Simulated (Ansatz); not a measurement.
# TiAl: a line through an energy map

One line of a two-coordinate grid on TiAl (P4/mmm, No. 123; 2 atoms in the cell): normal strain along y is varied, at amplitude of mode 5 (262 cm⁻¹) = −0.168 Å.

Method: DFT PBE, scalar-relativistic, plane waves, PAW, in Ansatz 0.2.0.

6 further runs of the same task are left out: 6 set aside as unsound or not needed.

### Step 1. The system as given

It takes space group P4/mmm (No. 123, tetragonal). Conventional cell: a = 2.822 Å, b = 2.822 Å, c = 4.077 Å, α = 90.00°, β = 90.00°, γ = 90.00°. Around Ti (site symmetry 4/mmm) lie 4 Ti at 2.82 Å and 8 Al at 2.85 Å. Al (site symmetry 4/mmm) is surrounded by 4 Al at 2.82 Å and 8 Ti at 2.85 Å.

Coordinates:

```xyz
2
Lattice="2.8220 0.0000 0.0000 0.0000 2.8220 0.0000 0.0000 0.0000 4.0768" Properties=species:S:1:pos:R:3 pbc="T T T"
Ti    0.0000    0.0000    0.0000
Al    1.4110    1.4110    2.0384
```

This cell was relaxed beforehand with the same method: volume 16.23 Å³/atom, gap on the mesh none (metal).

### Step 2. The scan

The energy is mapped over a normal mode and a strain (zone-centre modes of the cell shown) (x along [1 0 0], y along [0 1 0], z along [0 0 1] of the conventional cell).

The axes are (1) amplitude of mode 5 (262 cm⁻¹), largest displacement in the unstrained cell: 11 values from −0.168 Å; (2) normal strain along y: 7 values from −7.00 %.

Nothing else is relaxed (the pattern is fixed in fractional coordinates). Energies count from the relaxed high-symmetry cell. Points are written as (first, second).

The modes come from a phonon run on the reference cell, made beforehand.

The patterns, per unit of each coordinate (Å):

```csv
atom,x1,y1,z1
Ti1,0.000,-0.564,0.000
Al2,0.000,1.000,0.000
```

### Step 3. Point (−0.168 Å, −7.00 %)

The input, input.yaml:

```yaml
crystal:
  lattice:
    - [2.8220029273, 0.0, 0.0]
    - [0.0, 2.6244627224, 0.0]
    - [0.0, 0.0, 4.07684145]
  atoms:
    - { symbol: Ti, position: [0.0, 0.0335569377, 0.0] }
    - { symbol: Al, position: [0.5, 0.4404678151, 0.5] }
basis:
  ecutwfc: 520.0
kpoints:
  mp_grid: { grid: [16, 16, 12] }
hamiltonian:
  xc: pbe
scf:
  occupations: { method: gaussian, width: 0.15 }
output:
  forces: true
  stress: true
  eigenvalues: true
```

On the command line:

```
> ansatz run input.yaml --threads 1 --pin off --max-ram 2048MiB --backend cpu --events-out ev --progress --plain --runs-dir out
```

The log of the run, shortened:

```text
Warning: RAYON_NUM_THREADS=1 ignored (pool sized by the plan → 1); use --threads N
[...]
Pseudopotentials: kind: paw
Pseudopotential: Ti, paw, valence charge 12, recommended cutoff 420 eV (normal), Ti.paw.azcp
Pseudopotential: Al, paw, valence charge 3, recommended cutoff 420 eV (normal), Al.paw.azcp
Functional definition: PBE
[...]
Crystal: 2 atoms, lattice volume = 30.194 Å³
Basis set: ecut = 520 eV, 817 PW (Γ), exchange–correlation on 48×40×64 points (8 copies of the dense FFT grid, shifted against one another)
Bands: 12, of which v1, the nominal top of the filled ones, is band 8 counted from 1 (7 counted from 0)
Symmetry: 4 space group operations
Space group: Pmm2 (ITA 25), of the structure as read, at distance tolerance 3.1e-5 Å
k-points: 567 of 3072 (time reversal used)
[...]
SCF iter   1: F=—  HF=-3037.733276 eV  |F-HF|=—  |Δ(HF+E_count)|=         —  Δρ=5.10e-3  dr2=7.30e-3  ethr=1.77e-3  ⟨swp⟩=4.9  Hψ=34111  notcnv=0
[...]
SCF iter   6: F=-3037.731756 eV  HF=-3037.731756 eV  |F-HF|=1.29e-9  |Δ(HF+E_count)|=   2.52e-8  Δρ=4.11e-6  dr2=1.69e-9  ethr=3.39e-10  ⟨swp⟩=2.2  Hψ=24711  notcnv=0
[...]
SCF converged after 6 iterations
Free energy (F): -3037.731756 eV
[...]
E sigma→0 (E₀):  -3037.722069 eV
Entropy (-TS):   -0.019374 eV (-9.687 meV/atom)
Fermi energy:    11.984690 eV
[...]
--- Forces (eV/Å), atoms counted from 1 ---
  atom   1  Ti     0.00000000    -1.14050174     0.00000000
  atom   2  Al     0.00000000     1.14050368     0.00000000
[...]
--- Stress (GPa, compression-positive) ---
        5.930001       0.000000       0.000000
        0.000000      17.170010       0.000000
        0.000000       0.000000      10.356864
  P = ⅓ Tr σ = 11.1523 GPa (111.523 kbar)
--- Band table (eV; the first three rows and the last of 567) ---
  k-point 0: bands = ["-44.4650", "-20.8672", "-20.4774", "-20.2019", "2.5449", "9.8456", "10.9600", "11.2571", "14.0367", "14.8001", "15.7352", "18.1067"]
[...]
```

Run time: 5.9 s. Hardware: 1 thread of AMD EPYC 9R45 (Zen 5), shared host; peak memory 0.67 GiB.

Energy on the map's scale: 261 meV.

### Step 4. Point (−0.168 Å, −4.67 %)

Changes to input.yaml since step 3:

```diff
@@ -3,3 +3,3 @@
     - [2.8220029273, 0.0, 0.0]
-    - [0.0, 2.6244627224, 0.0]
+    - [0.0, 2.6902153906, 0.0]
     - [0.0, 0.0, 4.07684145]
```

On the command line:

```
> ansatz run input.yaml --threads 1 --pin off --max-ram 2048MiB --backend cpu --events-out ev --progress --plain --runs-dir out
```

The log of the run, shortened:

```text
Warning: RAYON_NUM_THREADS=1 ignored (pool sized by the plan → 1); use --threads N
[...]
[... 4 set-up lines as earlier in the session ...]
[...]
Crystal: 2 atoms, lattice volume = 30.951 Å³
Basis set: ecut = 520 eV, 831 PW (Γ), exchange–correlation on 48×48×64 points (8 copies of the dense FFT grid, shifted against one another)
Bands: 12, of which v1, the nominal top of the filled ones, is band 8 counted from 1 (7 counted from 0)
[... 2 set-up lines as earlier in the session ...]
k-points: 567 of 3072 (time reversal used)
[...]
SCF iter   1: F=—  HF=-3037.797824 eV  |F-HF|=—  |Δ(HF+E_count)|=         —  Δρ=4.54e-3  dr2=5.87e-3  ethr=1.77e-3  ⟨swp⟩=4.9  Hψ=34076  notcnv=0
[...]
SCF iter   6: F=-3037.796636 eV  HF=-3037.796636 eV  |F-HF|=8.11e-10  |Δ(HF+E_count)|=   1.54e-8  Δρ=3.85e-6  dr2=1.70e-9  ethr=3.29e-10  ⟨swp⟩=2.2  Hψ=24932  notcnv=0
[...]
SCF converged after 6 iterations
Free energy (F): -3037.796636 eV
[...]
E sigma→0 (E₀):  -3037.786369 eV
Entropy (-TS):   -0.020534 eV (-10.267 meV/atom)
Fermi energy:    11.613231 eV
[...]
--- Forces (eV/Å), atoms counted from 1 ---
  atom   1  Ti     0.00000000    -1.13657556     0.00000000
  atom   2  Al     0.00000000     1.13657666     0.00000000
[...]
--- Stress (GPa, compression-positive) ---
        4.359581       0.000000       0.000000
        0.000000      10.515118       0.000000
        0.000000       0.000000       7.810879
  P = ⅓ Tr σ = 7.5619 GPa (75.619 kbar)
--- Band table (eV; the first three rows and the last of 567) ---
  k-point 0: bands = ["-44.8653", "-21.2707", "-20.8656", "-20.6902", "2.3336", "9.5803", "10.6723", "11.0173", "13.7116", "14.2282", "15.2187", "17.7438"]
[...]
```

Wall time 6.8 s (1 thread of AMD EPYC 9R45 (Zen 5), shared host); peak memory 0.66 GiB.

That is 196 meV from the zero.

### Step 5. Grid point (−0.168 Å, −2.33 %)

Changes to input.yaml since step 4:

```diff
@@ -3,3 +3,3 @@
     - [2.8220029273, 0.0, 0.0]
-    - [0.0, 2.6902153906, 0.0]
+    - [0.0, 2.7562502591, 0.0]
     - [0.0, 0.0, 4.07684145]
```

On the command line:

```
> ansatz run input.yaml --threads 1 --pin off --max-ram 2048MiB --backend cpu --events-out ev --progress --plain --runs-dir out
```

The log of the run, shortened:

```text
[...]
SCF converged after 6 iterations
Free energy (F): -3037.832889 eV
[...]
E sigma→0 (E₀):  -3037.822300 eV
Entropy (-TS):   -0.021178 eV (-10.589 meV/atom)
Fermi energy:    11.266936 eV
[...]
--- Forces (eV/Å), atoms counted from 1 ---
  atom   1  Ti     0.00000000    -1.12346973     0.00000000
  atom   2  Al     0.00000000     1.12347058     0.00000000
[...]
--- Stress (GPa, compression-positive) ---
        2.783491       0.000000       0.000000
        0.000000       4.934339       0.000000
        0.000000       0.000000       5.497703
  P = ⅓ Tr σ = 4.4052 GPa (44.052 kbar)
--- Band table (eV; the first three rows and the last of 567) ---
  k-point 0: bands = ["-45.2520", "-21.6569", "-21.2369", "-21.1536", "2.1314", "9.3280", "10.3879", "10.7872", "13.3984", "13.6896", "14.7321", "17.3808"]
[...]
```

Wall time 6 s (1 thread of AMD EPYC 9R45 (Zen 5), shared host); peak memory 0.66 GiB.

That is 159 meV from the zero.

### Step 6. A further run, with the input changed

Changes to input.yaml since step 5:

```diff
@@ -10,2 +10,3 @@
   ecutwfc: 520.0
+  precision: f64
 kpoints:
@@ -16,5 +17,7 @@
   occupations: { method: gaussian, width: 0.15 }
+  eigensolver: { kind: davidson }
+  convergence: { dr2_threshold: 0.0001 }
 output:
   forces: true
+  eigenvalues: true
   stress: true
-  eigenvalues: true
```

On the command line:

```
> ansatz run input.yaml --threads 1 --pin off --max-ram 2048MiB --backend cpu --events-out ev --progress --plain --runs-dir out
```

The log of the run, shortened:

```text
Warning: scf.convergence.dr2_threshold = 1e-4 eV is looser than this run's default, which is 1e-7 eV or tighter. The error in the forces grows as the threshold's square root, so leave the key out unless less accurate forces are enough
Warning: output.stress: scf.convergence.dr2_threshold = 1e-4 eV is looser than the 2e-10 eV advised for a printed stress (1e-10 eV for each atom of the cell: 2). What an SCF threshold leaves in a stress goes as its square root, and in the free energy as the threshold itself, and one [...]
Warning: RAYON_NUM_THREADS=1 ignored (pool sized by the plan → 1); use --threads N
[...]
[... 4 set-up lines as earlier in the session ...]
[...]
Crystal: 2 atoms, lattice volume = 31.710 Å³
Basis set: ecut = 520 eV, 847 PW (Γ), exchange–correlation on 48×48×64 points (8 copies of the dense FFT grid, shifted against one another)
Bands: 12, of which v1, the nominal top of the filled ones, is band 8 counted from 1 (7 counted from 0)
[... 1 set-up line as earlier in the session ...]
Space group: Pmm2 (ITA 25), of the structure as read, at distance tolerance 3.2e-5 Å
k-points: 567 of 3072 (time reversal used)
[...]
SCF iter   1: F=—  HF=-3037.833225 eV  |F-HF|=—  |Δ(HF+E_count)|=         —  Δρ=3.83e-3  dr2=4.06e-3  ethr=1.77e-3  ⟨swp⟩=5.6  Hψ=29709  notcnv=0
[...]
SCF iter   6: F=-3037.832889 eV  HF=-3037.832889 eV  |F-HF|=7.24e-10  |Δ(HF+E_count)|=   3.12e-8  Δρ=3.63e-6  dr2=2.50e-9  ethr=1.67e-10  ⟨swp⟩=3.8  Hψ=15981  notcnv=0  defer=1
[...]
SCF converged after 6 iterations
Free energy (F): -3037.832889 eV
[...]
E sigma→0 (E₀):  -3037.822300 eV
Entropy (-TS):   -0.021178 eV (-10.589 meV/atom)
Fermi energy:    11.266921 eV
[...]
--- Forces (eV/Å), atoms counted from 1 ---
  atom   1  Ti     0.00000000    -1.12347660     0.00000000
  atom   2  Al     0.00000000     1.12346860     0.00000000
[...]
--- Stress (GPa, compression-positive) ---
        2.783499       0.000000       0.000000
        0.000000       4.934190       0.000000
        0.000000       0.000000       5.497757
  P = ⅓ Tr σ = 4.4051 GPa (44.051 kbar)
--- Band table (eV; the first three rows and the last of 567) ---
  k-point 0: bands = ["-45.2520", "-21.6569", "-21.2369", "-21.1536", "2.1314", "9.3280", "10.3879", "10.7872", "13.3984", "13.6896", "14.7321", "17.3807"]
[...]
```

It took 12 s on 1 thread of AMD EPYC 9R45 (Zen 5), shared host; peak memory 0.52 GiB.

### Step 7. Can this result be trusted?

The run converged and reported no error, with warnings (force scf threshold loose, stress scf threshold loose). Its log warns: «scf.convergence.dr2_threshold = 1e-4 eV is looser than this run's default, which is 1e-7 eV or tighter. The error in the forces grows as the threshold's square root ...»

The threshold asked is loose, but the program put off the close and ended at dr2 = 2.5e-9, so little accuracy was lost here.

To undo it: delete scf.convergence.dr2_threshold (the default then holds).

```csv
run,ending,energy change,pressure (GPa),gap (eV),force (eV/Å),cycles,time
step 5,converged,0,4.4,0.00,1.12,6,6 s
altered,converged,0.0 meV/atom,4.4,0.00,1.12,6,12 s
```

Energy and cycle count are those of the reference, so the change (arithmetic precision, solver and convergence setting) left the result and the number of cycles as they were. Cost: 12 s against 6 s.

### Step 8. The run at (−0.168 Å, 0.00 %)

Changes to input.yaml since step 5:

```diff
@@ -3,3 +3,3 @@
     - [2.8220029273, 0.0, 0.0]
-    - [0.0, 2.7562502591, 0.0]
+    - [0.0, 2.8220029273, 0.0]
     - [0.0, 0.0, 4.07684145]
```

On the command line:

```
> ansatz run input.yaml --threads 1 --pin off --max-ram 2048MiB --backend cpu --events-out ev --progress --plain --runs-dir out
```

The log of the run, shortened:

```text
[...]
SCF converged after 6 iterations
Free energy (F): -3037.844754 eV
[...]
E sigma→0 (E₀):  -3037.834118 eV
Entropy (-TS):   -0.021273 eV (-10.636 meV/atom)
Fermi energy:    10.948272 eV
[...]
--- Forces (eV/Å), atoms counted from 1 ---
  atom   1  Ti     0.00000000    -1.10052438     0.00000000
  atom   2  Al     0.00000000     1.10052698     0.00000000
[...]
--- Stress (GPa, compression-positive) ---
        1.335406       0.000000       0.000000
        0.000000       0.220127       0.000000
        0.000000       0.000000       3.415175
  P = ⅓ Tr σ = 1.6569 GPa (16.569 kbar)
--- Band table (eV; the first three rows and the last of 567) ---
  k-point 0: bands = ["-45.6201", "-22.0216", "-21.5888", "-21.5880", "1.9390", "9.0902", "10.1103", "10.5677", "13.0998", "13.1887", "14.2778", "17.0193"]
[...]
```

Run time: 6.3 s. Hardware: 1 thread of AMD EPYC 9R45 (Zen 5), shared host; peak memory 0.69 GiB.

Energy on the map's scale: 148 meV.

### Step 9. Grid point (−0.168 Å, 2.33 %)

Changes to input.yaml since step 8:

```diff
@@ -3,3 +3,3 @@
     - [2.8220029273, 0.0, 0.0]
-    - [0.0, 2.8220029273, 0.0]
+    - [0.0, 2.8877555955, 0.0]
     - [0.0, 0.0, 4.07684145]
```

On the command line:

```
> ansatz run input.yaml --threads 1 --pin off --max-ram 2048MiB --backend cpu --events-out ev --progress --plain --runs-dir out
```

The log of the run, shortened:

```text
Warning: RAYON_NUM_THREADS=1 ignored (pool sized by the plan → 1); use --threads N
[...]
[... 4 set-up lines as earlier in the session ...]
[...]
Crystal: 2 atoms, lattice volume = 33.223 Å³
Basis set: ecut = 520 eV, 907 PW (Γ), exchange–correlation on 48×48×64 points (8 copies of the dense FFT grid, shifted against one another)
Bands: 12, of which v1, the nominal top of the filled ones, is band 8 counted from 1 (7 counted from 0)
[... 2 set-up lines as earlier in the session ...]
k-points: 567 of 3072 (time reversal used)
[...]
SCF iter   1: F=—  HF=-3037.836307 eV  |F-HF|=—  |Δ(HF+E_count)|=         —  Δρ=2.82e-3  dr2=2.08e-3  ethr=1.77e-3  ⟨swp⟩=5.0  Hψ=33914  notcnv=0
[...]
SCF iter   6: F=-3037.836135 eV  HF=-3037.836135 eV  |F-HF|=3.00e-10  |Δ(HF+E_count)|=   2.54e-9  Δρ=1.96e-6  dr2=9.90e-10  ethr=1.10e-10  ⟨swp⟩=1.3  Hψ=20657  notcnv=0
[...]
SCF converged after 6 iterations
Free energy (F): -3037.836135 eV
[...]
E sigma→0 (E₀):  -3037.825409 eV
Entropy (-TS):   -0.021452 eV (-10.726 meV/atom)
Fermi energy:    10.653527 eV
[...]
--- Forces (eV/Å), atoms counted from 1 ---
  atom   1  Ti     0.00000000    -1.06864329     0.00000000
  atom   2  Al     0.00000000     1.06864496     0.00000000
[...]
--- Stress (GPa, compression-positive) ---
        0.014007       0.000000       0.000000
        0.000000      -3.753144       0.000000
        0.000000       0.000000       1.527588
  P = ⅓ Tr σ = -0.7372 GPa (-7.372 kbar)
--- Band table (eV; the first three rows and the last of 567) ---
  k-point 0: bands = ["-45.9720", "-22.3675", "-21.9977", "-21.9250", "1.7551", "8.8642", "9.8379", "10.3567", "12.7209", "12.8133", "13.8503", "16.6552"]
[...]
```

It took 6.9 s on 1 thread of AMD EPYC 9R45 (Zen 5), shared host; peak memory 0.71 GiB.

That is 156 meV from the zero.

### Step 10. The run at (−0.168 Å, 4.67 %)

Changes to input.yaml since step 9:

```diff
@@ -3,3 +3,3 @@
     - [2.8220029273, 0.0, 0.0]
-    - [0.0, 2.8877555955, 0.0]
+    - [0.0, 2.953790464, 0.0]
     - [0.0, 0.0, 4.07684145]
```

On the command line:

```
> ansatz run input.yaml --threads 1 --pin off --max-ram 2048MiB --backend cpu --events-out ev --progress --plain --runs-dir out
```

The log of the run, shortened:

```text
[...]
SCF converged after 6 iterations
Free energy (F): -3037.810218 eV
[...]
E sigma→0 (E₀):  -3037.799382 eV
Entropy (-TS):   -0.021671 eV (-10.836 meV/atom)
Fermi energy:    10.377478 eV
[...]
--- Forces (eV/Å), atoms counted from 1 ---
  atom   1  Ti     0.00000000    -1.02905232    -0.00000000
  atom   2  Al     0.00000000     1.02905565     0.00000000
[...]
--- Stress (GPa, compression-positive) ---
       -1.205873       0.000000      -0.000000
        0.000000      -7.072175      -0.000000
       -0.000000      -0.000000      -0.201315
  P = ⅓ Tr σ = -2.8265 GPa (-28.265 kbar)
--- Band table (eV; the first three rows and the last of 567) ---
  k-point 0: bands = ["-46.3106", "-22.6978", "-22.3868", "-22.2491", "1.5784", "8.6478", "9.5690", "10.1524", "12.2818", "12.5363", "13.4451", "16.2809"]
[...]
```

It took 6.4 s on 1 thread of AMD EPYC 9R45 (Zen 5), shared host; peak memory 0.7 GiB.

Energy on the map's scale: 182 meV.

### Step 11. The run at (−0.168 Å, 7.00 %)

Changes to input.yaml since step 10:

```diff
@@ -3,3 +3,3 @@
     - [2.8220029273, 0.0, 0.0]
-    - [0.0, 2.953790464, 0.0]
+    - [0.0, 3.0195431322, 0.0]
     - [0.0, 0.0, 4.07684145]
```

On the command line:

```
> ansatz run input.yaml --threads 1 --pin off --max-ram 2048MiB --backend cpu --events-out ev --progress --plain --runs-dir out
```

The log of the run, shortened:

```text
Warning: RAYON_NUM_THREADS=1 ignored (pool sized by the plan → 1); use --threads N
[...]
[... 4 set-up lines as earlier in the session ...]
[...]
Crystal: 2 atoms, lattice volume = 34.739 Å³
Basis set: ecut = 520 eV, 947 PW (Γ), exchange–correlation on 48×48×64 points (8 copies of the dense FFT grid, shifted against one another)
Bands: 12, of which v1, the nominal top of the filled ones, is band 8 counted from 1 (7 counted from 0)
[... 1 set-up line as earlier in the session ...]
Space group: Pmm2 (ITA 25), of the structure as read, at distance tolerance 3.3e-5 Å
k-points: 567 of 3072 (time reversal used)
[...]
SCF iter   1: F=—  HF=-3037.770156 eV  |F-HF|=—  |Δ(HF+E_count)|=         —  Δρ=2.41e-3  dr2=1.19e-3  ethr=1.77e-3  ⟨swp⟩=5.0  Hψ=34107  notcnv=0
[...]
SCF iter   6: F=-3037.770250 eV  HF=-3037.770250 eV  |F-HF|=1.11e-10  |Δ(HF+E_count)|=   3.05e-9  Δρ=1.76e-6  dr2=7.77e-10  ethr=1.19e-10  ⟨swp⟩=2.0  Hψ=20836  notcnv=0
[...]
SCF converged after 6 iterations
Free energy (F): -3037.770250 eV
[...]
E sigma→0 (E₀):  -3037.759172 eV
Entropy (-TS):   -0.022156 eV (-11.078 meV/atom)
Fermi energy:    10.117278 eV
[...]
--- Forces (eV/Å), atoms counted from 1 ---
  atom   1  Ti     0.00000000    -0.98390514     0.00000000
  atom   2  Al     0.00000000     0.98390648     0.00000000
[...]
--- Stress (GPa, compression-positive) ---
       -2.333081       0.000000       0.000000
        0.000000      -9.753373       0.000000
        0.000000       0.000000      -1.802324
  P = ⅓ Tr σ = -4.6296 GPa (-46.296 kbar)
--- Band table (eV; the first three rows and the last of 567) ---
  k-point 0: bands = ["-46.6340", "-23.0112", "-22.7539", "-22.5597", "1.4100", "8.4416", "9.3056", "9.9557", "11.8730", "12.2702", "13.0632", "15.8887"]
[...]
```

Wall time 6.7 s (1 thread of AMD EPYC 9R45 (Zen 5), shared host); peak memory 0.71 GiB.

That is 222 meV from the zero.

### Step 12. What came out

| normal strain along y (%) | step | energy (meV) | slope (meV per %) | pressure (GPa) | largest force on an atom (eV/Å) |
| --- | --- | --- | --- | --- | --- |
| −7.00 | 3 | 261 | −34.8 | 11.2 | 1.141 |
| −4.67 | 4 | 196 | −21.3 | 7.6 | 1.137 |
| −2.33 | 5 | 159 | −10.0 | 4.4 | 1.123 |
| 0.00 | 8 | 148 | −0.4 | 1.7 | 1.101 |
| 2.33 | 9 | 156 | 7.6 | −0.7 | 1.069 |
| 4.67 | 10 | 182 | 14.3 | −2.8 | 1.029 |
| 7.00 | 11 | 222 | 19.8 | −4.6 | 0.984 |

Energies count from the relaxed high-symmetry cell. Slopes come from the forces (and the stress, where the cell changes), not from differences of energies.

```csv
run,outcome
"step 6, run with basis.precision f64, eigensolver.kind davidson, dr2_threshold 0.0001 (against step 5)","converged, 6 SCF cycles"
```

**Reading.** The lowest point of the line is at 0.00 %, 148 meV from the zero. A fit to energies and slopes at the lowest point and its two neighbours puts the minimum at 0.117 %, with a curvature of about 3.7 meV per %². The well is lopsided: two grid steps out, the energy rises by 48 meV towards smaller values and 35 meV towards larger ones. The highest point computed, at −7.00 %, lies 113 meV above the lowest. This is one cut through a surface in two coordinates; the map's lowest point lies off it. With the other coordinates free, the energies away from the reference would be the same or lower.
